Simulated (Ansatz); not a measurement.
# TiCo (Pm-3m) in Ansatz: a series of runs

Aim: see how the results for TiCo move with the level of theory and the settings. Levels: PBEsol0, B3LYP. Tasks: relaxation of cell and atoms, single point.

Everything below comes from runs of Ansatz 0.2.0. Logs are shortened: lines on timing, memory, paths and dates and some standing lists are left out, and cuts for length are marked.

### 1 The structure

The structure is cubic, space group Pm-3m (No. 221). The conventional cell has a = 2.986 Å, b = 2.986 Å, c = 2.986 Å, α = 90.00°, β = 90.00°, γ = 90.00°. Co (site symmetry m-3m) is surrounded by 8 Ti at 2.59 Å. Ti (site symmetry m-3m) has 8 Co at 2.59 Å as nearest neighbours.

The cell comes from a database or a generator and needn't be the stable form of this composition.

### 2 Relaxation of cell and atoms, PBEsol0, collinear spin, ferromagnetic start

input

```
crystal:
  lattice:
    - [2.98611099, 0.0, 0.0]
    - [0.0, 2.98611099, 0.0]
    - [0.0, 0.0, 2.98611099]
  atoms:
    - { symbol: Co, position: [0.5, 0.5, 0.5], spin: 2.0 }
    - { symbol: Ti, position: [0.0, 0.0, 0.0], spin: 1.0 }
hamiltonian:
  xc: { exchange: pbesol, correlation: pbesol, exx: { coeff: 0.25 } }
  pseudopotentials: { kind: paw }
magnetization:
  spin_polarized: true
kpoints:
  mp_grid: { grid: [5, 5, 5] }
scf:
  occupations: { method: fermi_dirac, width: 0.05 }
output:
  forces: true
  stress: true
  eigenvalues: true
relax:
  f_tol: 0.01
  max_steps: 40
  cell: { stress_tol: 0.05 }
```

Potentials or basis: Ansatz PAW.

Output:

```text
GPUs: using 1 of 1 available (devices: 1).
Engine: ansatz 0.2.0, x86_64-unknown-linux-gnu
Pseudopotentials: kind: paw
Pseudopotential: Co, paw, valence charge 17, recommended cutoff 420 eV (normal), Co.paw.azcp
Pseudopotential: Ti, paw, valence charge 12, recommended cutoff 420 eV (normal), Ti.paw.azcp
Functional definition: unnamed
  parameter a_1 = 0.25
  exchange = (1 - a_1)*pbe_x(mu = 0.12345679012345678) + a_1*exact_x
  correlation = pbe_c(beta = 0.046)
device memory: the entry about to start is reckoned to put 0.7 GiB on a device that reports 58.1 GiB free (of which the cap on the GPU budget leaves the run 18.0 GiB)
GPU FFT provider: cuFFT
GPU libraries: cuBLAS 13.8.2, cuFFT 12.4.0, cuSOLVER 12.3.4
Crystal: 2 atoms, lattice volume = 26.627 Å³
Basis set: ecut = 420 eV, 485 PW (Γ), exchange–correlation on 40×40×40 points (8 copies of the dense FFT grid, shifted against one another)
Bands: 20, of which v1, the nominal top of the filled ones, is band 15 counted from 1 (14 counted from 0)
Symmetry: 48 space group operations
Space group: Pm-3m (ITA 221), of the structure as read, at distance tolerance 3.0e-5 Å
Magnetic group: BNS 221.92 (UNI 1594), of the structure as read, at distance tolerance 3.0e-5 Å
k-points: 10 of 125
Non-local potential: Co, projectors of the file, l = 0: 3, l = 1: 2, l = 2: 3, l = 3: 1
Non-local potential: Ti, projectors of the file, l = 0: 3, l = 1: 2, l = 2: 3, l = 3: 1
PAW form: soft (Blöchl's): semilocal exchange-correlation on the pseudo side does not see the compensation charge
PAW frozen core: Co, regenerated for the run's functional, and the local potential with it (the file was generated under x = pbe(κ = 0.804, μ = 0.2195149727645171), c = pbe(β = 0.06672455060314922))
PAW frozen core: Ti, regenerated for the run's functional, and the local potential with it (the file was generated under x = pbe(κ = 0.804, μ = 0.2195149727645171), c = pbe(β = 0.06672455060314922))
PAW one-centre angular grid: Co, 590 points (default); XC on 64 Gauss nodes
PAW one-centre angular grid: Ti, 590 points (default); XC on 64 Gauss nodes
Initial density: superposition of atomic densities (chi_scale 0.1, normalization cell)
Starting moments: Σ|m| = 3 μB on 2 of 2 sites
Initial wavefunctions: pseudopotential atomic-orbital guess
GPU buffer pool allocated for 8000 grid points (all kernels)
GPU transforms: local potential and band sums: pruned to the plane-wave sphere, on 20×20×20
Functional: x = pbesol(κ = 0.804, μ = 0.12345679012345678), c = pbesol(β = 0.046), warm-up for x = 0.75 pbesol(κ = 0.804, μ = 0.12345679012345678) + 0.25 exact, c = pbesol(β = 0.046)
iter 1 solved again at ethr=2.87e-2 eV; its pass at ethr=1.00e-1 eV (dr2=8.31e0 eV) is discarded
SCF iter   1: F=—  HF=-7568.285739 eV  |F-HF|=—  |Δ(HF+E_count)|=         —  Δρ=1.47e-1 (↑1.05e-1 ↓1.47e-1)  dr2=8.36e0  dr2_m=2.51e0  M=1.000 μB ∫|m|=1.003 μB  β_m=0.30  ethr=2.87e-2  ⟨swp⟩=2.0  Hψ=1877  notcnv=0
preconditioner: auto → none  [insulator: Δε(μ)=0.260 eV  Ē_g=5.788 eV  σ=0.050 eV  W_gap=0.54  n_scr=6 (ndim 8)  ℏωp=25.9 eV  f_vac=0.000  D(μ)=0.72/eV (n_scr^D=6)]
[... 323 lines left out ...]
basis re-selected at this cell: Δ(F+E_penalty+E_count) = -3.638e-12 eV, ΔP = -0.001 GPa vs the last step (what re-selecting the basis moved, of the pressure what is left beyond the Pulay correction that the steps carried, after the strain that the cell walked since its last selection, with what the two solves' SCF thresholds leave and, on support functions, any second-order correction that the steps lacked; it is no measure of the basis error at this ecutwfc). This SCF's stress stands 7.62e-3 GPa from its target on what of the cell is left free (relax.cell.stress_tol is 5.00e-2 GPa) and its largest allowed force component is 1.21e-27 eV/Å (relax.f_tol is 1.00e-2 eV/Å): within both
hybrid SCF converged: 3 outer / 7 inner (+0 warm-up), last move |dexx| = 5.68e-14 eV, tail = 7.17e-12 eV
Magnetization: 1.0000 μB (15.0000 up, 14.0000 down)
Absolute magnetization: 2.5354 μB (∫|ρ↑−ρ↓|, with the PAW one-centre terms)
Spin contamination: 0.5116 ħ² per cell (⟨S²⟩ above its minimum at these occupations)
Per-site moments (μB) at R_I (Å): [(1.7543117858790505, 1.0664234285442493), (-0.4317610546578601, 1.0664234285442493)]
Free energy (F): -7582.429573 eV
Frozen-core exchange: fock
Harris-Foulkes:  -7582.429573 eV  (|F-HF|=2.73e-12)
Internal energy: -7582.426312 eV  (E = F + TS)
E sigma→0 (E₀):  -7582.427942 eV
Entropy (-TS):   -0.003260 eV (-1.630 meV/atom)
Fermi energy:    16.353271 eV
--- Per-component energies (eV) ---
  E_band       = -501.504726
  E_kinetic    = 728.531677
  E_local      = -3877.919402  (includes V_loc(G=0)·N_el)
  E_nonlocal   = 464.567047
  E_hartree    = 1633.225713
  E_xc         = -197.704462
  E_vxc        = -252.844155  (∫ρ·V_xc dr)
  E_exx        = -135.965056  (= α·E_x^exact, valence–valence)
  E_paw        = -2444.841965  (= ΣΔE_a)
  E_vpaw       = -558.361392  (= ΣTr[D̂ρ^β])
  E_aug_tail   = 0.000146  (compensation charges beyond the density's cutoff)
  E_ewald      = -3752.179800
  E_core_change = -0.140212  (= ΣΔE_core)
  E_smearing   = -0.003260  (= −TS)
  E_closure    = -0.000000  (closes the sum)
  Σ components = -7582.429573   (vs F -7582.429573, Δ=-1.82e-12)
--- Forces (eV/Å), atoms counted from 1 ---
  atom   1  Co    -0.00000000    -0.00000000    -0.00000000
  atom   2  Ti     0.00000000     0.00000000    -0.00000000
  max |Σ_I F_I| component: 1.82e-27 eV/Å
--- Stress (GPa, compression-positive) ---
       -0.007618       0.000000       0.000000
        0.000000      -0.007618      -0.000000
        0.000000      -0.000000      -0.007618
  P = ⅓ Tr σ = -0.0076 GPa (-0.076 kbar)
--- Band table (eV; the first three rows and the last of 20) ---
  k-point 0 ↑: bands = ["-86.1917", "-48.0028", "-48.0028", "-48.0028", "-45.5766", "-20.0684", "-20.0684", "-20.0684", "7.2341", "9.8396", "9.8396", "12.2869", "12.2869", "12.2869", "17.8637", "17.8637", "20.4962", "20.4962", "20.4962", "26.6016"]
  k-point 1 ↑: bands = ["-86.1913", "-48.0143", "-48.0021", "-48.0021", "-45.5610", "-20.1844", "-20.0612", "-20.0612", "8.1038", "10.0546", "10.1611", "12.2162", "12.2162", "12.3816", "17.6368", "17.6511", "19.5367", "19.5367", "20.3630", "23.9413"]
  k-point 2 ↑: bands = ["-86.1903", "-48.0322", "-48.0007", "-48.0007", "-45.5356", "-20.3697", "-20.0488", "-20.0488", "9.9110", "10.4429", "11.1697", "12.1102", "12.1102", "12.5418", "15.0071", "17.2586", "18.4043", "18.4043", "20.1396", "22.1886"]
  k-point 9 ↓: bands = ["-83.4577", "-45.9536", "-45.0973", "-45.0973", "-45.0965", "-20.8172", "-20.8153", "-20.8153", "12.3991", "12.7192", "12.7192", "12.9724", "13.5346", "13.5346", "19.7117", "19.7117", "20.1171", "20.1171", "22.9869", "25.5149"]
--- Relaxed structure (2 steps of the walk, 2 accepted, 1 SCFs on fresh bases) ---
  F+E_penalty+E_count = -7582.42957256 eV   max|allowed force component| = 1.212e-27 eV/Å   (the final SCF, on the basis selected at the relaxed cell)
  cell:  # Å, volume = 26.6027 Å³
    - [2.985211411103738, -4.012354050806741e-36, 4.012354050806741e-36]
    - [4.012354050806741e-36, 2.985211411103738, 0.0]
    - [-1.2037062152420224e-35, 0.0, 2.985211411103738]
  atoms:
    - { symbol: Co, position: [0.49999999999999994, 0.49999999999999994, 0.49999999999999994] }
    - { symbol: Ti, position: [4.1989753397515424e-37, -6.298463009627314e-38, -4.1989753397515425e-38] }
```

It took 59 s on 1 × NVIDIA H100 80GB HBM3 with 2 threads of AMD EPYC 7R13 (Zen 3), shared host; peak memory 1.8 GiB.

What came out:

```yaml
Free_energy: -7582.4296 eV
Relaxed_volume: 13.30 Å³/atom
Relaxed_cell: a = 2.985 Å, b = 2.985 Å, c = 2.985 Å, α = 90.00°, β = 90.00°, γ = 90.00°
Space_group_after_relaxing_to_0.05_Å: Pm-3m (No. 221)
Energy_gained_by_relaxing: 0.0 meV/atom
Ionic_steps: 3
Pressure_after_relaxing: 0.0 GPa
Band_gap_on_the_k_mesh: none (metal or under the smearing width)
Net_moment: 1.00 μB per cell
Absolute_moment: 2.54 μB per cell
Site_moments: Co +1.75; Ti -0.43 μB
```

Final structure:
```cif
data_structure
_symmetry_space_group_name_H-M 'P 1'
_symmetry_Int_Tables_number 1
_cell_length_a 2.9852
_cell_length_b 2.9852
_cell_length_c 2.9852
_cell_angle_alpha 90.000
_cell_angle_beta 90.000
_cell_angle_gamma 90.000
_cell_volume 26.60
loop_
_atom_site_label
_atom_site_type_symbol
_atom_site_fract_x
_atom_site_fract_y
_atom_site_fract_z
_atom_site_occupancy
Co1 Co 0.50000 0.50000 0.50000 1
Ti1 Ti 0.00000 0.00000 0.00000 1
```

Levels at points of the mesh, in eV from the Fermi level:
Spin up:
| k point | band 12 | band 13 | band 14 | band 15 | band 16 | band 17 | band 18 | band 19 |
| --- | --- | --- | --- | --- | --- | --- | --- | --- |
| (0.00, 0.00, 0.00) | -4.07 | -4.07 | -4.07 | 1.51 | 1.51 | 4.14 | 4.14 | 4.14 |
Spin down:
```
           k point  band 12  band 13  band 14  band 15  band 16  band 17
(0.00, 0.00, 0.00)    -2.36    -2.36    -2.36     3.40     3.40     3.87
```

Caveat: the k mesh is coarse (spacing up to 0.42 Å⁻¹), so the values aren't converged, least of all with exact exchange; the magnetic or orbital state may not be the lowest; the plane-wave basis is chosen anew once the cell has moved, so the energies of steps on either side of that aren't comparable; the PAW data sets come from PBE, with cores solved anew for the run's functional, which leaves a small shift of forces and pressure; the starting moments weren't kept.

(Continued in part 2 of 2.)
